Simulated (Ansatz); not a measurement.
CaF2 (fluorite)

```
CELL_PARAMETERS angstrom
      0.00000     5.51106     5.51106
      2.75553     0.00000     2.75553
      2.75553     2.75553     0.00000
ATOMIC_POSITIONS crystal
  Ca 0.00000 0.00000 0.00000
  Ca 0.50000 0.00000 0.00000
  F  0.37500 0.75000 0.75000
  F  0.87500 0.75000 0.75000
  F  0.12500 0.25000 0.25000
  F  0.62500 0.25000 0.25000
```

The atoms are displaced by Q × the pattern below (from a DFPT mode at L = (0.5, 0.0, 0.0), largest move 1; Q in Å), at fixed cell. (q is in reciprocal vectors of the primitive cell; the cell shown is doubled to hold the pattern.)

```csv
atom,x,y,z
Ca1,-0.497,0.497,0.497
Ca2,0.497,-0.497,-0.497
F3,0.577,-0.577,-0.577
F4,-0.577,0.577,0.577
F5,-0.577,0.577,0.577
F6,0.577,-0.577,-0.577
```

All values below come from PBE (plane waves to 420 eV, PAW, scalar-relativistic; Ansatz, an electronic-structure program). k mesh 5×10×10 (Γ-centred), Fermi-Dirac smearing 0.05 eV. Energies are smeared free energies. CaF2 was relaxed with its symmetry unable to fall. The zero of ΔE is the undisplaced structure.

```
Q (Å)    ΔE (meV/cell)
-------  -------------
-0.2800           1790
-0.2333           1068
-0.1867       withheld
-0.1400            302
-0.0933            124
-0.0467             29
0.0000               0
0.0467              29
0.0933             124
0.1400             302
0.1867        withheld
0.2333            1068
0.2800            1790
```

Task: Fit an even polynomial form (powers 2, 4, 6) to the given rows and predict ΔE at Q = -0.1867.

Result: Least squares on the 11 given rows: ΔE = (13280)·Q² + (104300)·Q⁴ + (222900)·Q⁶, in meV/cell with Q in Å; root-mean-square residual 0.3 meV/cell. At -0.1867 the fit gives 599 meV/cell; the calculation gives 599 meV/cell, the same to the digits shown. The quadratic term alone would give 463 meV/cell.

(For displaced atoms, the force is minus the slope of the energy, and its curvature is a force constant, which sets phonon frequencies.)
